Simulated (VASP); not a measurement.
# Ni (P6_3/mmc) in VASP: notebook

Runs on Ni. Level: RPBE. Tasks: single point.

All numbers are computed with VASP 6.6.1; they aren't measurements. Logs are shortened: lines on timing, memory, paths and dates and some standing lists are left out, and cuts for length are marked.

## Step 1: Starting point

Symmetry: P6_3/mmc, No. 194, hexagonal system. Conventional cell: a = 2.513 Å, b = 2.513 Å, c = 8.223 Å, α = 90.00°, β = 90.00°, γ = 120.00°. Ni (site symmetry -3m) has 12 Ni at 2.51 to 2.52 Å as nearest neighbours. Ni (site symmetry -6m2) has 12 Ni at 2.51 to 2.52 Å as nearest neighbours.

This isn't the form of Ni at room conditions, which is fcc.

## Step 2: Single point, RPBE, collinear spin, typed start

Input file INCAR:

```
SYSTEM = Ni
ALGO     = Normal         ! electronic algorithm
EDIFF    = 1E-6           ! SCF threshold, eV
ENCUT    = 520            ! plane-wave cutoff, eV
GGA      = RP             ! functional
ISIF     = 2              ! what is computed and relaxed
ISMEAR   = -1             ! smearing method
ISPIN    = 2              ! spin polarisation
LASPH    = .TRUE.         ! aspherical terms in the spheres
LCHARG   = .TRUE.         ! write CHGCAR
LELF     = .TRUE.         ! ELF
LMAXMIX  = 4              ! l up to which the mixer works
LORBIT   = 11             ! projections on sites
LREAL    = .FALSE.        ! projectors in reciprocal space
LVHAR    = .TRUE.       
LWAVE    = .FALSE.        ! write WAVECAR
MAGMOM   = -0.715 -0.715 -0.724 -0.724 ! initial moments
NBANDS   = 32             ! bands
NELM     = 150            ! most SCF steps
PREC     = Accurate       ! precision mode
SIGMA    = 0.05           ! smearing width, eV
```

Input file KPOINTS:

```
k-points
0
G
  19 19 5
  0 0 0
```

Input file POSCAR:

```
Ni
1.0
    2.5126203649      0.0000000000      0.0000000000
   -1.2563101824      2.1759930661      0.0000000000
    0.0000000000      0.0000000000      8.2233218121
Ni
4
Direct
    0.0000000000      0.0000000000      1.0000000000
    0.0000000000      0.0000000000      0.5000000000
    0.3333333333      0.6666666667      0.2500000000
    0.6666666667      0.3333333333      0.7500000000
```

Potentials or basis: VASP PAW PBE potentials, release 64 (Ni).

The run is started by

```console
$ cat potpaw_PBE.64/Ni/POTCAR > POTCAR
$ mpirun -np 1 vasp_std > vasp.out
```

OUTCAR:

```text
SYSTEM = Ni
   EDIFF = 1E-6
   ENCUT = 520
   GGA = RP
   ISIF = 2
   ISMEAR = -1
   ISPIN = 2
   LASPH = .TRUE.
   LORBIT = 11
   LREAL = .FALSE.
   NELM = 150
   PREC = Accurate

 ion  position               nearest neighbor table
   1  0.000  0.000  0.000-   3 2.52   4 2.52   4 2.52   3 2.52   4 2.52   3 2.52
   2  0.000  0.000  0.500-   3 2.52   4 2.52   4 2.52   3 2.52   4 2.52   3 2.52
   3  0.333  0.667  0.250-   1 2.52   2 2.52   1 2.52   2 2.52   1 2.52   2 2.52
   4  0.667  0.333  0.750-   1 2.52   2 2.52   1 2.52   2 2.52   1 2.52   2 2.52

  LATTYP: Found a hexagonal cell.
 ALAT       =     2.5126203649
 C/A-ratio  =     3.2728071168

  Lattice vectors:

 A1 = (   2.5126203649,   0.0000000000,   0.0000000000)
 A2 = (  -1.2563101824,   2.1759930661,   0.0000000000)
 A3 = (   0.0000000000,   0.0000000000,   8.2233218121)

Analysis of symmetry for initial positions (statically):
=====================================================================
 Subroutine PRICEL returns:
 Original cell was already a primitive cell.

 Routine SETGRP: Setting up the symmetry group for a
 hexagonal supercell.

 Subroutine GETGRP returns: Found 24 space group operations
 (whereof 12 operations were pure point group operations)
 out of a pool of 24 trial point group operations.

The static configuration has the point symmetry D_3d.
 The point group associated with its full space group is D_6h.

Analysis of symmetry for dynamics (positions and initial velocities):
=====================================================================
 Subroutine PRICEL returns:
 Original cell was already a primitive cell.

 Routine SETGRP: Setting up the symmetry group for a
 hexagonal supercell.

 Subroutine GETGRP returns: Found 24 space group operations
 (whereof 12 operations were pure point group operations)
 out of a pool of 24 trial point group operations.

The dynamic configuration has the point symmetry D_3d.
 The point group associated with its full space group is D_6h.

Analysis of structural, dynamic, and magnetic symmetry:
=====================================================================
 Subroutine PRICEL returns:
 Original cell was already a primitive cell.

 Routine SETGRP: Setting up the symmetry group for a
 hexagonal supercell.

 Subroutine GETGRP returns: Found 24 space group operations
 (whereof 12 operations were pure point group operations)
 out of a pool of 24 trial point group operations.

The overall configuration has the point symmetry D_3d.
 The point group associated with its full space group is D_6h.

 Subroutine INISYM returns: Found 24 space group operations
 (whereof 12 operations are pure point group operations),
 and found     1 'primitive' translations

----------------------------------------------------------------------------------------

                                     Primitive cell

  volume of cell :      44.9606

  direct lattice vectors                    reciprocal lattice vectors
     2.512620365  0.000000000  0.000000000     0.397990884  0.229780144  0.000000000
    -1.256310182  2.175993066  0.000000000     0.000000000  0.459560288  0.000000000
     0.000000000  0.000000000  8.223321812     0.000000000  0.000000000  0.121605359

  length of vectors
     2.512620365  2.512620365  8.223321812     0.459560288  0.459560288  0.121605359

  position of ions in fractional coordinates (direct lattice)
     0.000000000  0.000000000  0.000000000
     0.000000000  0.000000000  0.500000000
     0.333333333  0.666666667  0.250000000
     0.666666667  0.333333333  0.750000000

  ion indices of the primitive-cell ions
   primitive index   ion index
                 1           1
                 2           2
                 3           3
                 4           4

----------------------------------------------------------------------------------------

 KPOINTS: k-points

Automatic generation of k-mesh.
 Grid dimensions read from file:
 generate k-points for:   19   19    5

 Generating k-lattice:

  Cartesian coordinates                     Fractional coordinates (reciprocal lattice)
     0.020946889  0.012093692  0.000000000     0.052631579  0.000000000  0.000000000
     0.000000000  0.024187384  0.000000000     0.000000000  0.052631579  0.000000000
     0.000000000  0.000000000  0.024321072     0.000000000  0.000000000  0.200000000

  Length of vectors
     0.024187384  0.024187384  0.024321072

  Shift w.r.t. Gamma in fractional coordinates (k-lattice)
     0.000000000  0.000000000  0.000000000

 Subroutine IBZKPT returns following result:
 ===========================================

 Found    120 irreducible k-points:

 Following reciprocal coordinates:
            Coordinates               Weight
  0.000000  0.000000  0.000000      1.000000
  0.052632  0.000000  0.000000      6.000000
  0.105263  0.000000  0.000000      6.000000
  0.157895 -0.000000  0.000000      6.000000
  0.210526 -0.000000  0.000000      6.000000
  0.263158 -0.000000  0.000000      6.000000
[... 16 lines left out ...]
  0.263158  0.105263  0.000000     12.000000
  0.315789  0.105263  0.000000     12.000000
 [... further k-points ...]
   k-points           NKPTS =    120   k-points in BZ     NKDIM =    120   number of bands    NBANDS=     32
   number of dos      NEDOS =    301   number of ions     NIONS =      4
   total plane-waves  NPLWV =  25600
   dimension x,y,z NGX =    20 NGY =   20 NGZ =   64
   dimension x,y,z NGXF=    40 NGYF=   40 NGZF=  128
   ions per type =               4
   NGX,Y,Z   is equivalent  to a cutoff of  13.23, 13.23, 12.94 a.u.
   NGXF,Y,Z  is equivalent  to a cutoff of  26.47, 26.47, 25.88 a.u.
 SYSTEM =  Ni
   PREC   = accura    normal or accurate (medium, high low for compatibility)
   ISTART =      0    job   : 0-new  1-cont  2-samecut
   ICHARG =      2    charge: 1-file 2-atom 10-const
   ISPIN  =      2    spin polarized calculation?
   LNONCOLLINEAR =      F non collinear calculations
   LSORBIT =      F    spin-orbit coupling
   LASPH  =      T    aspherical Exc in radial PAW
   ENCUT  =  520.0 eV  38.22 Ry    6.18 a.u.   4.67  4.67 15.29*2*pi/ulx,y,z
   NELM   =    150;   NELMIN=  2; NELMDL= -5     # of ELM steps
   EDIFF  = 0.1E-05   stopping-criterion for ELM
   LREAL  =      F    real-space projection
[... 5 lines left out ...]
   ISYM   =      2    0-nonsym 1-usesym 2-fastsym
   POTIM  = 0.5000    time-step for ionic-motion
   TEBEG  =    0.0;   TEEND  =   0.0 temperature during run
   PSTRESS=    0.0 pullay stress
   NELECT =      40.0000    total number of electrons
   NUPDOWN=      -1.0000    fix difference up-down
   EMIN   =  10.00;   EMAX   =-10.00  energy-range for DOS
   EFERMI =   0.00;   METHOD = LEGACY
   ISMEAR =    -1;   SIGMA  =   0.05  broadening in eV -4-tet -1-fermi 0-gaus
   EFERMI_NEDOS =   21; number of points for ismear=-14 and -15
   IALGO  =     38    algorithm
   IMIX   =      4    mixing-type and parameters
     AMIX     =   0.40;   BMIX     =  1.00
     AMIX_MAG =   1.60;   BMIX_MAG =  1.00
  volume/ion in A,a.u.               =      11.24        75.85
  Fermi-wavevector in a.u.,A,eV,Ry     =   1.574530  2.975430 33.730811  2.479145
  Thomas-Fermi vector in A             =   2.675650
   LORBIT       =     11    0 simple, 1 ext, 2 COOP (PROOUT), +10 PAW based schemes
   GGA     = RP    functional components
   LHFCALC =     F    Hartree Fock is set to
   AEXX    =    0.0000 exact exchange contribution
   IVDW    =     0    specifies the selected vdW correction
   LEPSILON=     F    determine dielectric tensor
   LRPA    =     F    only Hartree local field effects (RPA)
 spin polarized calculation
  energy-cutoff  :      520.00
  volume of cell :       44.96
 maximum number of plane-waves:      1237
 NGX is ok and might be reduce to    20
   NGX =  9   NGY =  9   NGZ = 31

 number of electron      40.0000022 magnetization      -2.5885954

 Free energy of the ion-electron system (eV)
  ---------------------------------------------------
  ext. energy  EPLUGINS =         0.00000000
  ---------------------------------------------------
  free energy    TOTEN  =       -19.79631268 eV

  energy without entropy =      -19.73404980  energy(sigma->0) =      -19.76518124

 E-fermi :   9.0933     XC(G=0): -12.9394

 val. band max:        9.0913972496   @ k =   0.3684   0.1579   0.4000
 cond. band min:       9.0968355154   @ k =   0.1053   0.0000   0.4000
 fundamental gap:      0.0054382657
 Fermi energy:         9.0932716922

 spin component 1

 k-point     1 :       0.0000    0.0000    0.0000
  band No.  band energies     occupation
      1       0.2403      1.00000
      2       2.4477      1.00000
      3       2.4484      1.00000
      4       4.8519      1.00000
      5       7.0916      1.00000
      6       7.0925      1.00000
[... 24 lines left out ...]
     31      33.1765      0.00000
     32      33.1765      0.00000

 k-point     2 :       0.0526    0.0000    0.0000
  band No.  band energies     occupation
      1       0.3347      1.00000
      2       2.5315      1.00000
      3       2.5323      1.00000
      4       4.9148      1.00000
      5       7.0437      1.00000
      6       7.0675      1.00000
[... 24 lines left out ...]
     31      31.9343      0.00000
     32      32.6397      0.00000
[... 733 lines left out ...]
     31      25.2033      0.00000
     32      25.5136      0.00000

 k-point    24 :       0.3158    0.1053    0.0000
  band No.  band energies     occupation
      1       4.2815      1.00000
      2       5.0125      1.00000
      3       5.0707      1.00000
      4       5.8893      1.00000
      5       6.0805      1.00000
      6       6.3339      1.00000
[... 24 lines left out ...]
     31      24.5379      0.00000
     32      24.6588      0.00000

 [... further k-points ...]

 spin component 2

 k-point     1 :       0.0000    0.0000    0.0000
  band No.  band energies     occupation
      1       0.3083      1.00000
      2       2.4834      1.00000
      3       2.4876      1.00000
      4       4.4149      1.00000
      5       6.3856      1.00000
      6       6.4526      1.00000
[... 24 lines left out ...]
     31      33.1091      0.00000
     32      33.1091      0.00000

 k-point     2 :       0.0526    0.0000    0.0000
  band No.  band energies     occupation
      1       0.4026      1.00000
      2       2.5667      1.00000
      3       2.5707      1.00000
      4       4.4732      1.00000
      5       6.3320      1.00000
      6       6.4262      1.00000
[... 24 lines left out ...]
     31      31.8735      0.00000
     32      32.7174      0.00000
[... 733 lines left out ...]
     31      25.1343      0.00000
     32      25.4729      0.00000

 k-point    24 :       0.3158    0.1053    0.0000
  band No.  band energies     occupation
      1       4.1695      1.00000
      2       4.7175      1.00000
      3       4.7843      1.00000
      4       5.2842      1.00000
      5       5.6455      1.00000
      6       5.7673      1.00000
[... 24 lines left out ...]
     31      24.4618      0.00000
     32      24.5750      0.00000

 [... further k-points ...]

------------------------ aborting loop because EDIFF is reached ----------------------------------------

  FORCE on cell =-STRESS in cart. coord.  units (eV):
  Direction    XX          YY          ZZ          XY          YZ          ZX
  --------------------------------------------------------------------------------------
  -------------------------------------------------------------------------------------
  Total       -0.0092408     -0.0092408      0.0654154     -0.0000000      0.0000000      0.0000000
  in kB       -0.3292981     -0.3292981      2.3310904     -0.0000000      0.0000000      0.0000000
  external PRESSURE =       0.5574981 kB  Pullay stress =       0.0000000 kB

 VOLUME and BASIS-vectors are now :
 -----------------------------------------------------------------------------
  energy-cutoff  :      520.00
  volume of cell :       44.96
      direct lattice vectors                 reciprocal lattice vectors
     2.512620365  0.000000000  0.000000000     0.397990884  0.229780144  0.000000000
    -1.256310182  2.175993066  0.000000000     0.000000000  0.459560288  0.000000000
     0.000000000  0.000000000  8.223321812     0.000000000  0.000000000  0.121605359

 POSITION                                       TOTAL-FORCE (eV/Angst)
 -----------------------------------------------------------------------------------
      0.00000      0.00000      0.00000         0.000000     -0.000000     -0.000000
      0.00000      0.00000      4.11166         0.000000     -0.000000     -0.000000
     -0.00000      1.45066      2.05583        -0.000000      0.000000      0.000000
      1.25631      0.72533      6.16749         0.000000     -0.000000     -0.000000
 -----------------------------------------------------------------------------------
    total drift:                                0.000000     -0.000000      0.000000

  FREE ENERGIE OF THE ION-ELECTRON SYSTEM (eV)
  ---------------------------------------------------
  free  energy   TOTEN  =       -19.7963126753 eV

  energy  without entropy=      -19.7340498034  energy(sigma->0) =      -19.76518124

 total charge

# of ion       s       p       d       tot
------------------------------------------
    1        0.482   0.467   8.298   9.247
    2        0.482   0.467   8.298   9.247
    3        0.482   0.469   8.296   9.247
    4        0.482   0.469   8.296   9.247
--------------------------------------------------
tot          1.928   1.873  33.187  36.989

 magnetization (x)

# of ion       s       p       d       tot
------------------------------------------
    1        0.006   0.027  -0.693  -0.659
    2        0.006   0.027  -0.693  -0.659
    3        0.007   0.028  -0.702  -0.668
    4        0.007   0.028  -0.702  -0.668
--------------------------------------------------
tot          0.026   0.110  -2.790  -2.655
```

It took 4.5 min on 1 thread of Intel Xeon Platinum 8488C (Sapphire Rapids), shared host; peak memory 0.34 GiB.

What came out:

- Free energy: -19.7963 eV
- Pressure: 0.1 GPa
- Band gap on the k mesh: none (metal or under the smearing width)
- Net moment: -2.59 μB per cell
- Site moments: Ni -0.66, -0.67 μB
- Valence electrons inside the program's atomic spheres: Ni 9.25

Caveat: the PAW data sets were made with another functional, which shifts forces and pressure a little.

## Step 3: Single point, RPBE, collinear spin, typed start

This run uses another cell than the first one, of 11.69 Å³/atom, 1.040 times its volume.

Input file INCAR:

```
PREC = Accurate
ENCUT = 520
EDIFF = 1E-7
ISMEAR = -1
SIGMA = 0.05
LREAL = False
LASPH = True
NELM = 150
ALGO = Fast
ISIF = 2
LWAVE = False
LCHARG = False
ISPIN = 2
MAGMOM = -0.702 -0.702 -0.71 -0.71
LORBIT = 11
LMAXMIX = 4
GGA = RP
NBANDS = 32
```

Input file KPOINTS:

```
regular mesh
0
Gamma
  16 16 5
```

Input file POSCAR:

```
Ni
1.0
    2.5456849509      0.0000000000      0.0000000000
   -1.2728424755      2.2046278375      0.0000000000
    0.0000000000      0.0000000000      8.3315358245
Ni
4
Direct
    0.0000000000      0.0000000000      1.0000000000
    0.0000000000      0.0000000000      0.5000000000
    0.3333333333      0.6666666667      0.2500000000
    0.6666666667      0.3333333333      0.7500000000
```

Potentials or basis: VASP PAW PBE potentials, release 64 (Ni).

The run is started by

```console
$ cat potpaw_PBE.64/Ni/POTCAR > POTCAR
$ mpirun -np 1 vasp_std > vasp.out
```

Wall time 3.5 min (1 thread of Intel Xeon Platinum 8488C (Sapphire Rapids), shared host); peak memory 0.3 GiB.

It converged, with:

- Free energy: -19.7566 eV
- Pressure: -6.3 GPa
- Band gap on the k mesh: none (metal or under the smearing width)
- Net moment: -2.58 μB per cell
- Site moments: Ni -0.66, -0.67 μB
- Valence electrons inside the program's atomic spheres: Ni 9.19

Stress tensor (GPa, compression positive):
```
-6.34  0.00  0.00
 0.00 -6.34  0.00
 0.00  0.00 -6.12
```

Levels at points of the mesh, in eV from the Fermi level:
Spin up:
```tsv
k point	band 16	band 17	band 18	band 19	band 20	band 21
(0.00, 0.00, 0.00)	-0.79	-0.79	-0.49	-0.49	-0.30	-0.26
(0.50, 0.00, 0.00)	0.16	0.20	0.27	0.29	0.32	0.33
```
Spin down:
| k point | band 18 | band 19 | band 20 | band 21 | band 22 | band 23 | band 24 | band 25 |
| --- | --- | --- | --- | --- | --- | --- | --- | --- |
| (0.00, 0.00, 0.00) | -1.18 | -1.18 | -0.98 | -0.98 | -0.69 | -0.69 | -0.19 | 5.14 |
| (0.50, 0.00, 0.00) | -0.59 | -0.58 | -0.57 | 0.27 | 1.32 | 2.09 | 2.64 | 5.98 |

Caveat: the PAW data sets were made with another functional, which shifts forces and pressure a little.

## Step 4: Single point, RPBE, collinear spin, typed start

This run uses another cell than the first one, of 10.34 Å³/atom, 0.920 times its volume.

Changes to INCAR since step 3:

```diff
@@ -2,3 +2,3 @@
 ENCUT = 520
-EDIFF = 1E-7
+EDIFF = 1E-6
 ISMEAR = -1
@@ -8,3 +8,3 @@
 NELM = 150
-ALGO = Fast
+ALGO = Normal
 ISIF = 2
```

KPOINTS is that of step 3.

Input file POSCAR:

```
Ni
1.0
    2.4437464914      0.0000000000      0.0000000000
   -1.2218732457      2.1163465420      0.0000000000
    0.0000000000      0.0000000000      7.9979109088
Ni
4
Direct
    0.0000000000      0.0000000000      1.0000000000
    0.0000000000      0.0000000000      0.5000000000
    0.3333333333      0.6666666667      0.2500000000
    0.6666666667      0.3333333333      0.7500000000
```

The run is started by

```console
$ cat potpaw_PBE.64/Ni/POTCAR > POTCAR
$ mpirun -np 1 vasp_std > vasp.out
```

Run time: 2.8 min. Hardware: 1 thread of Intel Xeon Platinum 8488C (Sapphire Rapids), shared host; peak memory 0.28 GiB.

It converged, with:

| Quantity | Value |
| --- | --- |
| Free energy | -19.6110 eV |
| Pressure | 17.7 GPa |
| Band gap on the k mesh | none (metal or under the smearing width) |
| Net moment | -2.39 μB per cell |
| Site moments | Ni -0.60, -0.61 μB |
| Valence electrons inside the program's atomic spheres | Ni 9.40 |

Stress tensor (GPa, compression positive):
```
17.49  0.00  0.00
 0.00 17.49  0.00
 0.00  0.00 18.22
```

Levels at points of the mesh, in eV from the Fermi level:
Spin up:
```csv
k point,band 17,band 18,band 19,band 20,band 21,band 22
"(0.00, 0.00, 0.00)",-0.94,-0.59,-0.59,-0.50,-0.32,-0.32
"(0.50, 0.00, 0.00)",0.22,0.22,0.30,0.32,0.36,1.28
```
Spin down:
```tsv
k point	band 17	band 18	band 19	band 20	band 21	band 22	band 23	band 24	band 25	band 26
(0.00, 0.00, 0.00)	-1.52	-1.24	-1.24	-1.00	-1.00	-0.64	-0.64	-0.42	6.03	14.90
(0.50, 0.00, 0.00)	-0.54	-0.50	-0.49	-0.48	0.16	1.30	2.41	2.99	6.87	6.88
```

Caveat: so large a pressure means that the cell lies far from this level's equilibrium, or that cutoff or potentials fall short; the potentials were made for another functional, which shifts forces and pressure.

## Step 5: Overview

```csv
cell,k mesh,gap on the mesh (eV),pressure (GPa),moment (μB)
"P6_3/mmc, 11.24 Å³/atom",19 × 19 × 5,none,0.1,2.59
"P6_3/mmc, 11.69 Å³/atom",16 × 16 × 5,none,-6.3,2.58
"P6_3/mmc, 10.34 Å³/atom",16 × 16 × 5,none,17.7,2.39
```

Alike in all rows: task single point; level RPBE; potentials or basis VASP PAW PBE potentials, release 64 (Ni); spin collinear, typed start; cutoff (eV) 520; smearing fermi-dirac 0.05 eV.

Every run on the cell as given and a fine mesh finds a metal.

Caveats: the PAW data sets were made with another functional, which shifts forces and pressure a little (some runs); so large a pressure means that the cell lies far from this level's equilibrium, or that cutoff or potentials fall short (some runs); the potentials were made for another functional, which shifts forces and pressure (some runs).

Total energies depend on the potentials used, so only differences within one code and one set of settings carry meaning.
